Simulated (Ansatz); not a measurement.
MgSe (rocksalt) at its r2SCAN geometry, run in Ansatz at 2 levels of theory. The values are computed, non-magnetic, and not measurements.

The PBE+SOC input:
```yaml
crystal:
  lattice:
    - [0.0, 2.7362694449, 2.7362694449]
    - [2.7362694449, 0.0, 2.7362694449]
    - [2.7362694449, 2.7362694449, 0.0]
  atoms:
    - { symbol: Mg, position: [0.0, 0.0, 0.0] }
    - { symbol: Se, position: [0.5, 0.5, 0.5] }
kpoints:
  mp_grid: { grid: [8, 8, 8] }
  band_path:
    path:
      - [0.0, 0.0, 0.0]
      - [0.5, 0.0, 0.5]
      - [0.625, 0.25, 0.625]
      - [0.375, 0.375, 0.75]
      - [0.5, 0.5, 0.5]
      - [0.5, 0.25, 0.75]
      - [0.0, 0.5, 0.5]
    npoints: 1
hamiltonian:
  xc: pbe
scf:
  occupations: { method: fixed }
  n_extra_bands: 8
magnetization:
  noncollinear: true
  spin_orbit: true
output:
  forces: true
  stress: true
  eigenvalues: true
```

Main results, then, where recorded, the levels near the gap in eV from the Fermi energy (columns number the bands from 0), one row a point of the path (Γ, X, U, K, L, W, X):
```
Crystal: 2 atoms, lattice volume = 40.974 Å³
Symmetry: 48 space group operations + 48 with time reversal
Magnetic group: BNS 225.117 (UNI 1619)
```
```
Basis set: ecut = 420 eV, 821 PW (Γ)
Bands: 34, of which v1, the nominal top of the filled ones, is band 26 counted from 1 (25 counted from 0)
k-points: 29 of 512
Free energy (F): -7395.563885 eV
Fermi energy:    7.750733 eV
--- Stress (GPa, compression-positive) ---
        1.245646       0.000000       0.000000
        0.000000       1.245646       0.000000
        0.000000       0.000000       1.245646
  P = ⅓ Tr σ = 1.2456 GPa (12.456 kbar)
```
```tsv
band_18	band_19	band_20	band_21	band_22	band_23	band_24	band_25	band_26	band_27	band_28	band_29	band_30	band_31
-13.015	-13.015	-0.422	-0.422	0.000	0.000	0.000	0.000	2.392	2.392	7.287	7.287	7.287	7.287
-11.611	-11.611	-4.336	-4.336	-1.993	-1.993	-1.788	-1.788	1.667	1.667	3.863	3.863	11.439	11.439
-11.612	-11.612	-3.864	-3.864	-3.414	-3.414	-1.542	-1.542	2.907	2.907	6.134	6.134	8.767	8.767
-11.612	-11.612	-3.864	-3.864	-3.414	-3.414	-1.542	-1.542	2.907	2.907	6.134	6.134	8.767	8.767
-11.918	-11.918	-5.021	-5.021	-0.838	-0.838	-0.581	-0.581	3.684	3.684	5.965	5.965	5.969	5.969
-11.575	-11.575	-3.489	-3.489	-3.322	-3.322	-2.637	-2.637	4.369	4.369	6.821	6.821	7.379	7.379
-11.611	-11.611	-4.336	-4.336	-1.993	-1.993	-1.788	-1.788	1.667	1.667	3.863	3.863	11.439	11.439
```

PBE+SOC gives an indirect gap of 1.67 eV, from Γ to X; the least direct gap is 2.39 eV at Γ.

PBE0. Against the first input these blocks differ (the band path and keys that only write files left aside):
```yaml
kpoints:
  mp_grid: { grid: [6, 6, 6] }
hamiltonian:
  xc: pbe0
scf:
  occupations: { method: fixed }
  n_extra_bands: 4
```
(magnetization left out)

```
Basis set: ecut = 420 eV, 821 PW (Γ)
Bands: 17, of which v1, the nominal top of the filled ones, is band 13 counted from 1 (12 counted from 0)
k-points: 16 of 216
hybrid outer 1: dexx = +5.893e-3 eV, tail = 7.20e-5 eV
hybrid outer 2: dexx = +4.069e-7 eV, tail = 4.77e-8 eV, Δε = 4.40e-3 eV
Free energy (F): -7397.462462 eV
Fermi energy:    6.686179 eV
--- Stress (GPa, compression-positive) ---
       -0.206101       0.000000       0.000000
        0.000000      -0.206101       0.000000
        0.000000       0.000000      -0.206101
  P = ⅓ Tr σ = -0.2061 GPa (-2.061 kbar)
```
```tsv
band_9	band_10	band_11	band_12	band_13	band_14	band_15
-14.165	0.000	0.000	0.000	4.184	9.152	9.152
-12.572	-4.664	-1.941	-1.941	3.348	5.505	13.772
-12.575	-4.123	-3.606	-1.557	4.633	7.982	10.870
-12.575	-4.123	-3.606	-1.557	4.633	7.982	10.870
-12.926	-5.400	-0.633	-0.633	5.401	7.833	7.833
-12.532	-3.616	-3.616	-2.716	6.223	8.814	9.323
-12.572	-4.664	-1.941	-1.941	3.348	5.505	13.772
```

PBE0 gives an indirect gap of 3.35 eV, from Γ to X; the least direct gap is 4.18 eV at Γ. The mean stress, -0.2 GPa, is small, and the program warns that its thresholds are loose for a hybrid's stress.

Small level splittings and stresses of the hybrids carry the error of their coarser meshes.

Totals of different functionals, or with and without spin-orbit coupling, can't be compared.

Only the levels marked +SOC include spin-orbit coupling.
